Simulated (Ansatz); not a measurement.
# Exact exchange in ZnSe: computed gaps and pressures at one geometry

```
CELL_PARAMETERS angstrom
0.00000 2.83380 2.83380
2.83380 0.00000 2.83380
2.83380 2.83380 0.00000
ATOMIC_POSITIONS crystal
Zn 0.00000 0.00000 0.00000
Se 0.75000 0.75000 0.75000
```

All runs: Ansatz, plane waves and PAW, scalar-relativistic (no spin–orbit coupling), 4×4×4 k-mesh, Gaussian smearing of 0.05 eV, no spin polarisation. Semilocal reference PBE: gap 1.28 eV, pressure 2.4 GPa. The hybrids carry no U.

Problem. Order these functionals by the gap that they give, smallest first.
A. r2SCAN50
B. HSE06-type hybrid with an exact-exchange fraction of 0.35
C. wPBEh
D. Hartree-Fock
E. PBE0-type hybrid with an exact-exchange fraction taken as 1/ε∞
F. PBE0-type hybrid with an exact-exchange fraction of 0.15
G. r2SCANh

Solution. E (2.27 eV), C (2.30 eV), F (2.36 eV), G (2.49 eV), B (2.92 eV), A (5.07 eV), D (9.10 eV).

Problem. What are the full results?

Solution. 
```
                                                    functional      gap  pressure (GPa)  cutoff (eV)  core-seconds
PBE0-type hybrid with an exact-exchange fraction taken as 1/ε∞  2.27 eV             1.8          420            43
                                                         wPBEh  2.30 eV             1.4          420            21
      PBE0-type hybrid with an exact-exchange fraction of 0.15  2.36 eV             1.7          420            21
                                                       r2SCANh  2.49 eV             0.2          500            26
     HSE06-type hybrid with an exact-exchange fraction of 0.35  2.92 eV             1.1          420            25
                                                      r2SCAN50  5.07 eV             0.0          500            34
                                                  Hartree-Fock  9.10 eV             7.6          420            28
```

In the PBE0 form the gap grows almost linearly with the exact-exchange fraction, by 0.72 eV for each tenth. The dielectric-dependent PBE0 form takes the fraction 0.138 = 1/ε∞, that is ε∞ = 7.3. On shared hosts the hybrid runs at the reference's cutoff took roughly 14 to 29 times the core time of the semilocal one on the same mesh, with some more bands. Measured gap: 2.68 eV (direct; 300 K; a printed reference work (textbook)); 2.58 eV (direct; 300 K; a printed reference work (data compilation)).

Caveats: core times come from shared hosts and scatter; functionals with much or all of the long-range exchange (Hartree–Fock, LC-wPBE, CAM-B3LYP) overshoot the gaps of most solids, bar the widest; gaps are read on a coarse mesh; stress loosely converged.

Exact exchange opens the ZnSe gap by lowering the occupied, mainly Se 4p valence states relative to the empty, largely s-like conduction-band edge. How far it does so depends on screening as well as on the fraction: the HSE06-type hybrid at 0.35 stays well below the PBE0 line because its exchange is cut off at long range, whereas Hartree-Fock, with bare exchange and no correlation, reaches 9.10 eV.

The dielectric-dependent hybrid falls short of both measured gaps. Its ε∞ of 7.3 is larger than the accepted value for ZnSe, probably because it derives from a semilocal band structure whose small gap exaggerates the polarisability; a more realistic constant would raise the fraction and the gap. r2SCANh comes closest to experiment, but spin-orbit splitting of the Se 4p valence top would lower every gap, taking r2SCANh further from the measured values and the 0.35 hybrid nearer.

Pressure does not follow the gap: r2SCAN50 gives almost none, while the large Hartree-Fock value fits the underbinding expected without correlation.
